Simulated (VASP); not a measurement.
Here is a VASP 6.6.1 calculation.

INCAR

```
PREC     = Accurate       # precision mode
ENCUT    = 520            # plane-wave cutoff, eV
EDIFF    = 1E-6           # SCF threshold, eV
ISMEAR   = 0              # smearing method
SIGMA    = 0.1            # smearing width, eV
LREAL    = F              # projectors in reciprocal space
LASPH    = T              # aspherical terms in the spheres
NELM     = 100            # most SCF steps
ALGO     = Fast           # electronic algorithm
ISIF     = 2              # what is computed and relaxed
LWAVE    = F              # write WAVECAR
LCHARG   = F              # write CHGCAR
GGA      = PS             # functional
NBANDS   = 16             # bands
```

KPOINTS

```
regular mesh
0
Gamma
  10 10 6
```

File POSCAR:

```
Rb
1.0
    2.4823436099     -4.3365099188      0.0000000000
    2.4823436099      4.3365099188      0.0000000000
    0.0000000000      0.0000000000      8.0402787377
Rb
2
Direct
    0.8349258781      0.1650741219      0.7500000000
    0.1650741219      0.8349258781      0.2500000000
```

Potentials or basis: VASP PAW PBE potentials, release 64 (Rb_sv).

The run is started by

```console
$ cat potpaw_PBE.64/Rb_sv/POTCAR > POTCAR
$ mpirun -np 1 vasp_std > vasp.out
```

Question: Predict the band gap on the k mesh.

Answer: None (metal or under the smearing width).

Question: Predict the pressure.

Answer: 0.0 GPa.

Caveat: the PAW data sets were made with another functional, which shifts forces and pressure a little.
